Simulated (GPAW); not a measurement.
# BaTiO3 (Pm-3m) in GPAW: notebook, part 2 of 2

GPAW 26.7.0. Earlier steps stand in the parts before.

**3. Band structure, PBEsol+U**

Contents of run.py:

```python
from ase import Atoms
from ase.dft.bandgap import bandgap
from ase.io import write
from ase.units import GPa
from gpaw import GPAW, PW, setup_paths

setup_paths.insert(0, '.')

atoms = Atoms(['Ba', 'Ti', 'O', 'O', 'O'],
              cell=[[4.006, 0.0, 0.0],
                    [0.0, 4.006, 0.0],
                    [0.0, 0.0, 4.006]],
              scaled_positions=[[0.5, 0.5, 0.5],
                                [0.0, 0.0, 0.0],
                                [0.0, 0.0, 0.5],
                                [0.0, 0.5, 0.0],
                                [0.5, 0.0, 0.0]],
              pbc=True)

calc = GPAW(mode=PW(800),
            xc='PBEsol',
            kpts={'size': (7, 7, 7), 'gamma': True},
            occupations={'name': 'fermi-dirac', 'width': 0.05},
            setups={'Ti': ':d,6.0'},
            nbands=36,
            convergence={'density': 1e-05, 'energy': 1e-05},
            maxiter=150,
            txt='gpaw.txt')
atoms.calc = calc
energy = atoms.get_potential_energy()
forces = atoms.get_forces()
stress = atoms.get_stress()
calc.write('gs.gpw')
write('result.traj', atoms)
print(f'Energy: {energy:.6f} eV')
print('Forces (eV/A):')
print(forces.round(4))
print('Stress (GPa):', (stress / GPa).round(3))
print('Fermi level:', round(calc.get_fermi_level(), 4), 'eV')
print(f'Gap: {bandgap(calc)[0]:.4f} eV, direct: {bandgap(calc, direct=True)[0]:.4f} eV')

path = atoms.cell.bandpath('GXMGRX,MR', npoints=80, eps=1e-4)
bs_calc = calc.fixed_density(kpts=path, symmetry='off', nbands=53,
                             convergence={'bands': 'CBM+6.0', 'eigenstates': 1e-6}, txt='bands.txt')
bs = bs_calc.band_structure()
bs.write('bs.json')
print(f'Gap on the path: {bandgap(bs_calc)[0]:.4f} eV')
```

Potentials or basis: PAW data sets generated in the run's folder for this functional, pw.

Launch:

```
> gpaw-setup -f PBEsol Ba O Ti
> OMP_NUM_THREADS=1 python run.py
```

gpaw.txt:

```text
__  _  _
 | _ |_)|_||  |
 |__||  | ||/\| - 26.7.0

Input parameters:
  mode=PW(ecut=800.0),
  convergence={'density': 1e-05, 'energy': 1e-05},
  kpts=MonkhorstPack(size=(7, 7, 7), gamma=True),
  maxiter=150,
  nbands=36,
  occupations=Occupations(name='fermi-dirac', width=0.05),
  setups={'Ti': ':d,6.0'},
  xc=XC(name='PBEsol')

Diagonalizing LCAO Hamiltonian
Converting LCAO to pw mode
   .---------.
  /|         |
 * |         |
 | |   Ba    |
 O |         |
 | .---------.
 |/         /
 Ti---O----*

Atoms  # Å, Bohr magnetons
|   | symbol |        x |        y |        z |    initial magnetic moments |
|---|--------|----------|----------|----------|-----------------------------|
| 0 |     Ba | 2.003000 | 2.003000 | 2.003000 | ( 0.0000,  0.0000,  0.0000) |
| 1 |     Ti | 0.000000 | 0.000000 | 0.000000 | ( 0.0000,  0.0000,  0.0000) |
| 2 |      O | 0.000000 | 0.000000 | 2.003000 | ( 0.0000,  0.0000,  0.0000) |
| 3 |      O | 0.000000 | 2.003000 | 0.000000 | ( 0.0000,  0.0000,  0.0000) |
| 4 |      O | 2.003000 | 0.000000 | 0.000000 | ( 0.0000,  0.0000,  0.0000) |

Unit cell  # Å
| periodic |        x |        y |        z |  lengths |    angles |
|----------|----------|----------|----------|----------|-----------|
|      yes | 4.006000 | 0.000000 | 0.000000 | 4.006000 | 90.000000 |
|      yes | 0.000000 | 4.006000 | 0.000000 | 4.006000 | 90.000000 |
|      yes | 0.000000 | 0.000000 | 4.006000 | 4.006000 | 90.000000 |

Number of symmetries: 48
Symmetry operations  # r_c * U_cc + t_c -> r_c
|    | kind |            matrix            |
|----|------|------------------------------|
|  0 |  E   |  1, 0, 0,  0, 1, 0,  0, 0, 1 |
|  1 |  σ   |  1, 0, 0,  0, 1, 0,  0, 0,-1 |
|  2 |  σ   |  1, 0, 0,  0, 0, 1,  0, 1, 0 |
|  3 |  C4  |  1, 0, 0,  0, 0, 1,  0,-1, 0 |
|  4 |  C4  |  1, 0, 0,  0, 0,-1,  0, 1, 0 |
|  5 |  σ   |  1, 0, 0,  0, 0,-1,  0,-1, 0 |
|  6 |  σ   |  1, 0, 0,  0,-1, 0,  0, 0, 1 |
|  7 |  C2  |  1, 0, 0,  0,-1, 0,  0, 0,-1 |
|  8 |  σ   |  0, 1, 0,  1, 0, 0,  0, 0, 1 |
|  9 |  C2  |  0, 1, 0,  1, 0, 0,  0, 0,-1 |
| 10 |  C3  |  0, 1, 0,  0, 0, 1,  1, 0, 0 |
| 11 |  S6  |  0, 1, 0,  0, 0, 1, -1, 0, 0 |
| 12 |  S6  |  0, 1, 0,  0, 0,-1,  1, 0, 0 |
| 13 |  C3  |  0, 1, 0,  0, 0,-1, -1, 0, 0 |
| 14 |  C4  |  0, 1, 0, -1, 0, 0,  0, 0, 1 |
| 15 |  S4  |  0, 1, 0, -1, 0, 0,  0, 0,-1 |
| 16 |  C3  |  0, 0, 1,  1, 0, 0,  0, 1, 0 |
| 17 |  S6  |  0, 0, 1,  1, 0, 0,  0,-1, 0 |
| 18 |  σ   |  0, 0, 1,  0, 1, 0,  1, 0, 0 |
| 19 |  C4  |  0, 0, 1,  0, 1, 0, -1, 0, 0 |
| 20 |  C2  |  0, 0, 1,  0,-1, 0,  1, 0, 0 |
| 21 |  S4  |  0, 0, 1,  0,-1, 0, -1, 0, 0 |
| 22 |  S6  |  0, 0, 1, -1, 0, 0,  0, 1, 0 |
| 23 |  C3  |  0, 0, 1, -1, 0, 0,  0,-1, 0 |
| 24 |  S6  |  0, 0,-1,  1, 0, 0,  0, 1, 0 |
| 25 |  C3  |  0, 0,-1,  1, 0, 0,  0,-1, 0 |
| 26 |  C4  |  0, 0,-1,  0, 1, 0,  1, 0, 0 |
| 27 |  σ   |  0, 0,-1,  0, 1, 0, -1, 0, 0 |
| 28 |  S4  |  0, 0,-1,  0,-1, 0,  1, 0, 0 |
| 29 |  C2  |  0, 0,-1,  0,-1, 0, -1, 0, 0 |
| 30 |  C3  |  0, 0,-1, -1, 0, 0,  0, 1, 0 |
| 31 |  S6  |  0, 0,-1, -1, 0, 0,  0,-1, 0 |
| 32 |  C4  |  0,-1, 0,  1, 0, 0,  0, 0, 1 |
| 33 |  S4  |  0,-1, 0,  1, 0, 0,  0, 0,-1 |
| 34 |  S6  |  0,-1, 0,  0, 0, 1,  1, 0, 0 |
| 35 |  C3  |  0,-1, 0,  0, 0, 1, -1, 0, 0 |
| 36 |  C3  |  0,-1, 0,  0, 0,-1,  1, 0, 0 |
| 37 |  S6  |  0,-1, 0,  0, 0,-1, -1, 0, 0 |
| 38 |  σ   |  0,-1, 0, -1, 0, 0,  0, 0, 1 |
| 39 |  C2  |  0,-1, 0, -1, 0, 0,  0, 0,-1 |
| 40 |  σ   | -1, 0, 0,  0, 1, 0,  0, 0, 1 |
| 41 |  C2  | -1, 0, 0,  0, 1, 0,  0, 0,-1 |
| 42 |  C2  | -1, 0, 0,  0, 0, 1,  0, 1, 0 |
| 43 |  S4  | -1, 0, 0,  0, 0, 1,  0,-1, 0 |
| 44 |  S4  | -1, 0, 0,  0, 0,-1,  0, 1, 0 |
| 45 |  C2  | -1, 0, 0,  0, 0,-1,  0,-1, 0 |
| 46 |  C2  | -1, 0, 0,  0,-1, 0,  0, 0, 1 |
| 47 |  i   | -1, 0, 0,  0,-1, 0,  0, 0,-1 |

BZ-sampling:
  Number of BZ points: 343
  Number of IBZ points: 20

  Monkhorst-Pack size: [7, 7, 7]
  Monkhorst-Pack shift: [0, 0, 0]

K-points  # in reciprocal-cell coordinates
|     |                                coordinates |     weight |
|-----|--------------------------------------------|------------|
|   0 | (  0.00000000,   0.00000000,   0.00000000) | 0.00291545 |
|   1 | (  0.14285714,   0.00000000,   0.00000000) | 0.01749271 |
|   2 | (  0.14285714,   0.14285714,   0.00000000) | 0.03498542 |
|   3 | (  0.14285714,   0.14285714,   0.14285714) | 0.02332362 |
|   4 | (  0.28571429,   0.00000000,   0.00000000) | 0.01749271 |
|   5 | (  0.28571429,   0.14285714,   0.00000000) | 0.06997085 |
|   6 | (  0.28571429,   0.14285714,   0.14285714) | 0.06997085 |
|   7 | (  0.28571429,   0.28571429,   0.00000000) | 0.03498542 |
|   8 | (  0.28571429,   0.28571429,   0.14285714) | 0.06997085 |
|   9 | (  0.28571429,   0.28571429,   0.28571429) | 0.02332362 |
| ... |                                            |            |
|  19 | (  0.42857143,   0.42857143,   0.42857143) | 0.02332362 |

Plane wave coefficients: 3323
Cutoff: 800.0 eV

Spin-components: 1 (collinear spins)
Bands:           36
Projectors:      27
Spin-degeneracy: 2
Datatype:        complex128

Parallelization:
  kpt:    1
  domain: 1
  band:   1

Density:
  Valence electrons: 40.0
  Components: 1
  Grid points: [27 27 27]
  Charge: 0.0  # |e|

Potential:
  Grid points: [27 27 27]

species:
  Ba:
    name:    Barium
    Z:       56.0
    valence: 10
    core:    46
    charge:  0.0  # [|e|]
    compensation charges:
      type: gauss
      rc: 0.37  # [Å]
      lmax: 2
    cutoffs:
      filter: 2.06  # [Å]
      core: 2.33  # [Å]
    projectors
    | kind |    occ | energy [eV] | rcut [Å] |
    |------|--------|-------------|----------|
    |   5s |  2.000 |     -33.673 |    1.164 |
    |   6s |  2.000 |      -3.245 |    1.164 |
    |   5p |  6.000 |     -18.749 |    1.164 |
    |    p |        |       0.000 |    1.164 |
    |    d |        |       0.000 |    1.164 |
    |    d |        |      27.211 |    1.164 |

    Using partial waves for Ba as LCAO basis

  Ti:
    name:    Titanium
    Z:       22.0
    valence: 12
    core:    10
    charge:  0.0  # [|e|]
    Hubbard: {U: 6.0,  # eV
              l: 2,
              scale: True}
    compensation charges:
      type: gauss
      rc: 0.38  # [Å]
      lmax: 2
    cutoffs:
      filter: 2.23  # [Å]
      core: 1.02  # [Å]
    projectors
    | kind |    occ | energy [eV] | rcut [Å] |
    |------|--------|-------------|----------|
    |   3s |  2.000 |     -62.441 |    1.270 |
    |   4s |  2.000 |      -4.477 |    1.270 |
    |   3p |  6.000 |     -38.776 |    1.058 |
    |   4p |  0.000 |      -1.449 |    1.058 |
    |   3d |  2.000 |      -4.275 |    1.058 |
    |    d |        |      22.937 |    1.058 |

    Using partial waves for Ti as LCAO basis

  O:
    name:    Oxygen
    Z:       8.0
    valence: 6
    core:    2
    charge:  0.0  # [|e|]
    compensation charges:
      type: gauss
      rc: 0.21  # [Å]
      lmax: 2
    cutoffs:
      filter: 1.17  # [Å]
      core: 0.83  # [Å]
    projectors
    | kind |    occ | energy [eV] | rcut [Å] |
    |------|--------|-------------|----------|
    |   2s |  2.000 |     -23.808 |    0.688 |
    |   2p |  4.000 |      -8.972 |    0.598 |
    |    s |        |       3.404 |    0.688 |
    |    p |        |      18.239 |    0.598 |
    |    d |        |       0.000 |    0.619 |

    Using partial waves for O as LCAO basis

Reference energy: -250490.376484  # eV

eigensolver:
  PPCG
  Converge bands: occupied
  niter=2

density mixing:
  MSR1-Mixer
  Pratt-step length: 0.05
  Maximum mixing coefficient: 0.75
  Old densities: 10
  SVD Regularization: 0.005
  Good broyden scale: 1.0
  Trust region scale: 1.0
  Backstep threshold: 4.0
  History deletion threshold: 6.0
  Fourier metric: weight=20.0, sigma=0.015

occupation numbers:
  Fermi-Dirac:
    width: 0.0500  # eV

poisson solver:
  ecut: 6400.0  # eV

xc functional:
  name: PBEsol with 2 nearest neighbor stencil

convergence criteria:
- Maximum integral of absolute [dens]ity change: 1e-05 electrons / valence electron
- Maximum [total energy] change in last 3 cyles: 1e-05 eV / valence electron
- Maximum integral of absolute [eigenst]ate change: 4e-08 eV^2 / valence electron
maximum number of iterations: 150

SCF iterations
|iter     | |      energy | eigst |  dens |
|---------|-|-------------|-------|-------|
|iter:   1| |  -44.137903 | +0.28 |       |
|iter:   2| |  -42.276654 | -1.37 | -0.86 |
|iter:   3| |  -37.607626 | -0.78 | -0.93 |
|iter:   4| |  -37.538411 | -2.46 | -1.52 |
|iter:   5| |  -37.553010 | -3.06 | -1.73 |
|iter:   6| |  -37.551989 | -3.78 | -2.20 |
|iter:   7| |  -37.552765 | -4.16 | -2.76 |
|iter:   8| |  -37.552807 | -5.98 | -3.31 |
|iter:   9| |  -37.552826c| -6.82 | -3.80 |
|iter:  10| |  -37.552826c| -8.14c| -4.54 |
|iter:  11| |  -37.552826c| -8.31c| -5.11c|

Converged in 11 steps
Energy contributions relative to reference atoms: (reference = -250490.376484)

Energy contributions:
  Kinetic:          34.546211
  Coulomb:         -39.027714
  Zero:              0.986631
  External:          0.000000
  Xc:              -34.057954
  Entropy:          -0.000000
  Spinorbit:         0.000000
  ----------------------------
  Free energy:     -37.552826
  Extrapolated:    -37.552826

dipole moment: (-35.552556, -35.552556, -35.552556)  # |e|*Ang

Fermi level: 8.696
Eigenvalues  # (at kpt = [0.000, 0.000, 0.000])
| band index |      eig [eV] | occ [0-2] |
|------------|---------------|-----------|
|          0 |       -50.626 |     2.000 |
|        ... |               |           |
|         12 |         5.188 |     2.000 |
|         13 |         5.188 |     2.000 |
|         14 |         6.588 |     2.000 |
|         15 |         6.588 |     2.000 |
|         16 |         6.588 |     2.000 |
|         17 |         7.519 |     2.000 |
[... 8 lines left out ...]
|         26 |        12.638 |     0.000 |
|         27 |        14.797 |     0.000 |
|        ... |               |           |
|         35 |        26.983 |     0.000 |

Gap: 2.666 eV
Transition (v -> c):
  (s=0, k=19, n=19, [0.43, 0.43, 0.43]) -> (s=0, k=0, n=20, [0.00, 0.00, 0.00])
Direct/indirect transitions are different
Direct gap: 2.806 eV
Transition at: (s=0, k=0, n=19, [0.00, 0.00, 0.00])

Forces  # eV/Ang
|        x |        y |        z |
|----------|----------|----------|
|  0.00000 |  0.00000 |  0.00000 |  # Ba   0
| -0.00000 | -0.00000 | -0.00000 |  # Ti   1
|  0.00000 |  0.00000 |  0.00000 |  # O    2
| -0.00000 |  0.00000 |  0.00000 |  # O    3
|  0.00000 | -0.00000 | -0.00000 |  # O    4

Stress tensor  # eV/Ang^3
|        x |        y |        z |
|----------|----------|----------|
| 0.002483 | 0.000000 | 0.000000 |
| 0.000000 | 0.002483 | 0.000000 |
| 0.000000 | 0.000000 | 0.002483 |

# Writing to gs.gpw (mode='')
```

Run time: 99 s. Hardware: 1 thread of Intel Xeon 6975P-C (Granite Rapids), shared host; peak memory 0.57 GiB.

Results:

| Quantity | Value |
| --- | --- |
| Free energy | -37.5528 eV |
| Pressure | -0.4 GPa |
| Band gap on the k mesh | 2.67 eV, indirect (least direct gap 2.81 eV) |
| Band gap along the path | 2.60 eV, indirect (least direct gap 2.81 eV) |

Levels at the corners of the path, in eV from the valence-band top:
| point | band 18 | band 19 | band 20 | band 21 | band 22 | band 23 |
| --- | --- | --- | --- | --- | --- | --- |
| Γ | -0.20 | -0.20 | -0.20 | 2.60 | 2.60 | 2.60 |
| X | -1.74 | -0.83 | -0.83 | 2.84 | 4.21 | 4.43 |
| M | -0.90 | -0.90 | -0.08 | 4.46 | 4.46 | 4.93 |
| Γ | -0.20 | -0.20 | -0.20 | 2.60 | 2.60 | 2.60 |
| R | 0.00 | 0.00 | 0.00 | 5.18 | 5.18 | 5.18 |
| X | -1.74 | -0.83 | -0.83 | 2.84 | 4.21 | 4.43 |
| M | -0.90 | -0.90 | -0.08 | 4.46 | 4.46 | 4.93 |
| R | 0.00 | 0.00 | 0.00 | 5.18 | 5.18 | 5.18 |

Caveat: spin-orbit coupling is left out, which moves the levels of the heavy elements.

**4. Band structure, PBEsol+U**

run.py, as its differences from that of step 3:

```diff
@@ -23,3 +23,3 @@
             occupations={'name': 'fermi-dirac', 'width': 0.05},
-            setups={'Ti': ':d,6.0'},
+            setups={'Ti': ':d,8.0'},
             nbands=36,
```

Potentials or basis: PAW data sets generated in the run's folder for this functional, pw.

Launch:

```
> gpaw-setup -f PBEsol Ba O Ti
> OMP_NUM_THREADS=1 python run.py
```

gpaw.txt:

```text
__  _  _
 | _ |_)|_||  |
 |__||  | ||/\| - 26.7.0

Input parameters:
  mode=PW(ecut=800.0),
  convergence={'density': 1e-05, 'energy': 1e-05},
  kpts=MonkhorstPack(size=(7, 7, 7), gamma=True),
  maxiter=150,
  nbands=36,
  occupations=Occupations(name='fermi-dirac', width=0.05),
  setups={'Ti': ':d,8.0'},
  xc=XC(name='PBEsol')

Diagonalizing LCAO Hamiltonian
Converting LCAO to pw mode
   .---------.
  /|         |
 * |         |
 | |   Ba    |
 O |         |
 | .---------.
 |/         /
 Ti---O----*

Atoms  # Å, Bohr magnetons
|   | symbol |        x |        y |        z |    initial magnetic moments |
|---|--------|----------|----------|----------|-----------------------------|
| 0 |     Ba | 2.003000 | 2.003000 | 2.003000 | ( 0.0000,  0.0000,  0.0000) |
| 1 |     Ti | 0.000000 | 0.000000 | 0.000000 | ( 0.0000,  0.0000,  0.0000) |
| 2 |      O | 0.000000 | 0.000000 | 2.003000 | ( 0.0000,  0.0000,  0.0000) |
| 3 |      O | 0.000000 | 2.003000 | 0.000000 | ( 0.0000,  0.0000,  0.0000) |
| 4 |      O | 2.003000 | 0.000000 | 0.000000 | ( 0.0000,  0.0000,  0.0000) |

Unit cell  # Å
| periodic |        x |        y |        z |  lengths |    angles |
|----------|----------|----------|----------|----------|-----------|
|      yes | 4.006000 | 0.000000 | 0.000000 | 4.006000 | 90.000000 |
|      yes | 0.000000 | 4.006000 | 0.000000 | 4.006000 | 90.000000 |
|      yes | 0.000000 | 0.000000 | 4.006000 | 4.006000 | 90.000000 |

Number of symmetries: 48
Symmetry operations  # r_c * U_cc + t_c -> r_c
|    | kind |            matrix            |
|----|------|------------------------------|
|  0 |  E   |  1, 0, 0,  0, 1, 0,  0, 0, 1 |
[... 214 lines left out ...]
|iter:   5| |  -36.383013 | -3.11 | -1.76 |
|iter:   6| |  -36.379757 | -3.84 | -2.36 |
|iter:   7| |  -36.381349 | -4.13 | -2.74 |
|iter:   8| |  -36.381505 | -5.88 | -3.25 |
|iter:   9| |  -36.381553c| -6.60 | -3.75 |
|iter:  10| |  -36.381554c| -7.87c| -4.46 |
|iter:  11| |  -36.381554c| -8.01c| -5.01c|

Converged in 11 steps
Energy contributions relative to reference atoms: (reference = -250490.376484)

Energy contributions:
  Kinetic:          33.344090
  Coulomb:         -37.906918
  Zero:              1.036372
  External:          0.000000
  Xc:              -32.855097
  Entropy:          -0.000000
  Spinorbit:         0.000000
  ----------------------------
  Free energy:     -36.381554
  Extrapolated:    -36.381554

dipole moment: (-35.592434, -35.592434, -35.592434)  # |e|*Ang

Fermi level: 9.139
Eigenvalues  # (at kpt = [0.000, 0.000, 0.000])
| band index |      eig [eV] | occ [0-2] |
|------------|---------------|-----------|
|          0 |       -51.231 |     2.000 |
|        ... |               |           |
|         12 |         5.190 |     2.000 |
|         13 |         5.190 |     2.000 |
|         14 |         6.657 |     2.000 |
|         15 |         6.657 |     2.000 |
|         16 |         6.657 |     2.000 |
|         17 |         7.575 |     2.000 |
[... 8 lines left out ...]
|         26 |        12.701 |     0.000 |
|         27 |        14.829 |     0.000 |
|        ... |               |           |
|         35 |        26.982 |     0.000 |

Gap: 3.009 eV
Transition (v -> c):
  (s=0, k=19, n=19, [0.43, 0.43, 0.43]) -> (s=0, k=0, n=20, [0.00, 0.00, 0.00])
Direct/indirect transitions are different
Direct gap: 3.169 eV
Transition at: (s=0, k=0, n=19, [0.00, 0.00, 0.00])

Forces  # eV/Ang
|        x |        y |        z |
|----------|----------|----------|
| -0.00000 | -0.00000 | -0.00000 |  # Ba   0
|  0.00000 |  0.00000 |  0.00000 |  # Ti   1
|  0.00000 |  0.00000 | -0.00000 |  # O    2
|  0.00000 | -0.00000 |  0.00000 |  # O    3
| -0.00000 | -0.00000 |  0.00000 |  # O    4

Stress tensor  # eV/Ang^3
|         x |         y |         z |
|-----------|-----------|-----------|
| -0.004100 | -0.000000 |  0.000000 |
| -0.000000 | -0.004100 |  0.000000 |
|  0.000000 |  0.000000 | -0.004100 |

# Writing to gs.gpw (mode='')
```

It took 1.7 min on 1 thread of Intel Xeon 6975P-C (Granite Rapids), shared host; peak memory 0.57 GiB.

What came out:

```yaml
Free_energy: -36.3816 eV
Pressure: 0.7 GPa
Band_gap_on_the_k_mesh: 3.01 eV, indirect (least direct gap 3.17 eV)
Band_gap_along_the_path: 2.95 eV, indirect (least direct gap 3.17 eV)
```

Levels at the corners of the path, in eV from the valence-band top:
```csv
point,band 17,band 18,band 19,band 20,band 21,band 22,band 23,band 24
Γ,-1.14,-0.22,-0.22,-0.22,2.95,2.95,2.95,4.35
X,-1.70,-1.70,-0.86,-0.86,3.22,4.35,4.82,4.82
M,-2.10,-0.91,-0.91,-0.08,4.85,4.85,5.07,5.33
Γ,-1.14,-0.22,-0.22,-0.22,2.95,2.95,2.95,4.35
R,-2.25,0.00,0.00,0.00,5.60,5.60,5.60,6.50
X,-1.70,-1.70,-0.86,-0.86,3.22,4.35,4.82,4.82
M,-2.10,-0.91,-0.91,-0.08,4.85,4.85,5.07,5.33
R,-2.25,0.00,0.00,0.00,5.60,5.60,5.60,6.50
```

Caveat: spin-orbit coupling is left out, which moves the levels of the heavy elements.

**5. Overview**

| U | gap on the mesh (eV) | pressure (GPa) |
| --- | --- | --- |
| Ti d U = 4 eV | 2.35 | -1.4 |
| Ti d U = 6 eV | 2.67 | -0.4 |
| Ti d U = 8 eV | 3.01 | 0.7 |

Alike in all rows: task band structure; level PBEsol+U; potentials or basis PAW data sets generated in the run's folder for this functional, pw; no spin polarisation; cell as given; k mesh 7 × 7 × 7; cutoff (eV) 800; smearing fermi-dirac 0.05 eV.

On the cell as given the gap runs from 2.28 eV (PBEsol+U) to 2.95 eV (PBEsol+U).

Caveats: spin-orbit coupling is left out, which moves the levels of the heavy elements.

Total energies depend on the potentials used, so only differences within one code and one set of settings carry meaning.
